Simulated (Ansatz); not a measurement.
# SiC63 (substitutional Si in diamond): the cost of one run

Computed with Ansatz 0.2.0 (DFT PBE, scalar-relativistic, plane waves, PAW, unless a step's input says otherwise).

## (1) The system as given

Symmetry: P-43m, No. 215, cubic system. The conventional cell has a = 7.140 Å, b = 7.140 Å, c = 7.140 Å, α = 90.00°, β = 90.00°, γ = 90.00°. Si (site symmetry -43m) is surrounded by 4 C at 1.55 Å. Around C (site symmetry 3m) lie 1 Si at 1.55 Å and 3 C at 1.55 Å. C (site symmetry m) has 4 C at 1.55 Å as nearest neighbours. C (site symmetry -42m) is surrounded by 4 C at 1.55 Å. C (site symmetry 3m) has 4 C at 1.55 Å as nearest neighbours. Only part of the 10 independent sites is listed.

Coordinates:

```cif
data_structure
_symmetry_space_group_name_H-M 'P 1'
_symmetry_Int_Tables_number 1
_cell_length_a 7.1400
_cell_length_b 7.1400
_cell_length_c 7.1400
_cell_angle_alpha 90.000
_cell_angle_beta 90.000
_cell_angle_gamma 90.000
_cell_volume 363.99
loop_
_atom_site_label
_atom_site_type_symbol
_atom_site_fract_x
_atom_site_fract_y
_atom_site_fract_z
_atom_site_occupancy
Si1 Si 0.50000 0.50000 0.50000 1
C1 C 0.62500 0.62500 0.62500 1
C2 C 0.62500 0.37500 0.37500 1
C3 C 0.37500 0.62500 0.37500 1
C4 C 0.37500 0.37500 0.62500 1
C5 C 0.50000 0.25000 0.25000 1
C6 C 0.50000 0.25000 0.75000 1
C7 C 0.50000 0.75000 0.25000 1
C8 C 0.50000 0.75000 0.75000 1
C9 C 0.25000 0.50000 0.25000 1
C10 C 0.25000 0.50000 0.75000 1
C11 C 0.75000 0.50000 0.25000 1
C12 C 0.75000 0.50000 0.75000 1
C13 C 0.25000 0.25000 0.50000 1
C14 C 0.25000 0.75000 0.50000 1
C15 C 0.75000 0.25000 0.50000 1
C16 C 0.75000 0.75000 0.50000 1
C17 C 0.12500 0.62500 0.62500 1
C18 C 0.62500 0.12500 0.62500 1
C19 C 0.62500 0.62500 0.12500 1
C20 C 0.12500 0.37500 0.37500 1
C21 C 0.62500 0.37500 0.87500 1
C22 C 0.62500 0.87500 0.37500 1
C23 C 0.37500 0.12500 0.37500 1
C24 C 0.37500 0.62500 0.87500 1
C25 C 0.87500 0.62500 0.37500 1
C26 C 0.37500 0.37500 0.12500 1
C27 C 0.37500 0.87500 0.62500 1
C28 C 0.87500 0.37500 0.62500 1
C29 C 0.00000 0.50000 0.50000 1
C30 C 0.50000 0.00000 0.50000 1
C31 C 0.50000 0.50000 0.00000 1
C32 C 0.12500 0.12500 0.62500 1
C33 C 0.12500 0.62500 0.12500 1
C34 C 0.62500 0.12500 0.12500 1
C35 C 0.12500 0.37500 0.87500 1
C36 C 0.12500 0.87500 0.37500 1
C37 C 0.62500 0.87500 0.87500 1
C38 C 0.37500 0.12500 0.87500 1
C39 C 0.87500 0.12500 0.37500 1
C40 C 0.87500 0.62500 0.87500 1
C41 C 0.37500 0.87500 0.12500 1
C42 C 0.87500 0.37500 0.12500 1
C43 C 0.87500 0.87500 0.62500 1
C44 C 0.00000 0.25000 0.25000 1
C45 C 0.00000 0.25000 0.75000 1
C46 C 0.00000 0.75000 0.25000 1
C47 C 0.00000 0.75000 0.75000 1
C48 C 0.25000 0.00000 0.25000 1
C49 C 0.25000 0.00000 0.75000 1
C50 C 0.75000 0.00000 0.25000 1
C51 C 0.75000 0.00000 0.75000 1
C52 C 0.25000 0.25000 0.00000 1
C53 C 0.25000 0.75000 0.00000 1
C54 C 0.75000 0.25000 0.00000 1
C55 C 0.75000 0.75000 0.00000 1
C56 C 0.12500 0.12500 0.12500 1
C57 C 0.12500 0.87500 0.87500 1
C58 C 0.87500 0.12500 0.87500 1
C59 C 0.87500 0.87500 0.12500 1
C60 C 0.00000 0.00000 0.50000 1
C61 C 0.00000 0.50000 0.00000 1
C62 C 0.50000 0.00000 0.00000 1
C63 C 0.00000 0.00000 0.00000 1
```

## (2) Relaxing the atoms: SiC63 defect cell, no spin

input.yaml

```yaml
crystal:
  lattice:
    - [7.14, 0.0, 0.0]
    - [0.0, 7.14, 0.0]
    - [0.0, 0.0, 7.14]
  atoms:
    - { symbol: Si, position: [0.5, 0.5, 0.5] }
    - { symbol: C, position: [0.625, 0.625, 0.625] }
    - { symbol: C, position: [0.625, 0.375, 0.375] }
    - { symbol: C, position: [0.375, 0.625, 0.375] }
    - { symbol: C, position: [0.375, 0.375, 0.625] }
    - { symbol: C, position: [0.5, 0.25, 0.25] }
    - { symbol: C, position: [0.5, 0.25, 0.75] }
    - { symbol: C, position: [0.5, 0.75, 0.25] }
    - { symbol: C, position: [0.5, 0.75, 0.75] }
    - { symbol: C, position: [0.25, 0.5, 0.25] }
    - { symbol: C, position: [0.25, 0.5, 0.75] }
    - { symbol: C, position: [0.75, 0.5, 0.25] }
    - { symbol: C, position: [0.75, 0.5, 0.75] }
    - { symbol: C, position: [0.25, 0.25, 0.5] }
    - { symbol: C, position: [0.25, 0.75, 0.5] }
    - { symbol: C, position: [0.75, 0.25, 0.5] }
    - { symbol: C, position: [0.75, 0.75, 0.5] }
    - { symbol: C, position: [0.125, 0.625, 0.625] }
    - { symbol: C, position: [0.625, 0.125, 0.625] }
    - { symbol: C, position: [0.625, 0.625, 0.125] }
    - { symbol: C, position: [0.125, 0.375, 0.375] }
    - { symbol: C, position: [0.625, 0.375, 0.875] }
    - { symbol: C, position: [0.625, 0.875, 0.375] }
    - { symbol: C, position: [0.375, 0.125, 0.375] }
    - { symbol: C, position: [0.375, 0.625, 0.875] }
    - { symbol: C, position: [0.875, 0.625, 0.375] }
    - { symbol: C, position: [0.375, 0.375, 0.125] }
    - { symbol: C, position: [0.375, 0.875, 0.625] }
    - { symbol: C, position: [0.875, 0.375, 0.625] }
    - { symbol: C, position: [0.0, 0.5, 0.5] }
    - { symbol: C, position: [0.5, 0.0, 0.5] }
    - { symbol: C, position: [0.5, 0.5, 0.0] }
    - { symbol: C, position: [0.125, 0.125, 0.625] }
    - { symbol: C, position: [0.125, 0.625, 0.125] }
    - { symbol: C, position: [0.625, 0.125, 0.125] }
    - { symbol: C, position: [0.125, 0.375, 0.875] }
    - { symbol: C, position: [0.125, 0.875, 0.375] }
    - { symbol: C, position: [0.625, 0.875, 0.875] }
    - { symbol: C, position: [0.375, 0.125, 0.875] }
    - { symbol: C, position: [0.875, 0.125, 0.375] }
    - { symbol: C, position: [0.875, 0.625, 0.875] }
    - { symbol: C, position: [0.375, 0.875, 0.125] }
    - { symbol: C, position: [0.875, 0.375, 0.125] }
    - { symbol: C, position: [0.875, 0.875, 0.625] }
    - { symbol: C, position: [0.0, 0.25, 0.25] }
    - { symbol: C, position: [0.0, 0.25, 0.75] }
    - { symbol: C, position: [0.0, 0.75, 0.25] }
    - { symbol: C, position: [0.0, 0.75, 0.75] }
    - { symbol: C, position: [0.25, 0.0, 0.25] }
    - { symbol: C, position: [0.25, 0.0, 0.75] }
    - { symbol: C, position: [0.75, 0.0, 0.25] }
    - { symbol: C, position: [0.75, 0.0, 0.75] }
    - { symbol: C, position: [0.25, 0.25, 0.0] }
    - { symbol: C, position: [0.25, 0.75, 0.0] }
    - { symbol: C, position: [0.75, 0.25, 0.0] }
    - { symbol: C, position: [0.75, 0.75, 0.0] }
    - { symbol: C, position: [0.125, 0.125, 0.125] }
    - { symbol: C, position: [0.125, 0.875, 0.875] }
    - { symbol: C, position: [0.875, 0.125, 0.875] }
    - { symbol: C, position: [0.875, 0.875, 0.125] }
    - { symbol: C, position: [0.0, 0.0, 0.5] }
    - { symbol: C, position: [0.0, 0.5, 0.0] }
    - { symbol: C, position: [0.5, 0.0, 0.0] }
    - { symbol: C, position: [0.0, 0.0, 0.0] }
scf:
  occupations: { method: fixed }
output:
  forces: true
  stress: false
  eigenvalues: true
kpoints:
  mp_grid: { grid: [2, 2, 2], shift: [0.5, 0.5, 0.5] }
hamiltonian:
  xc: pbe
relax:
  f_tol: 0.003
  max_steps: 60
```

Started as:

```console
ansatz run input.yaml --threads 8 --pin off --max-ram 16384MiB --backend cpu --events-out ev --progress --plain --runs-dir out
```

**Question.** How long does this run take on 8 threads of Arm Neoverse V1, shared host, and how much memory does it need?

About 14 s, with a peak of 0.67 GiB.
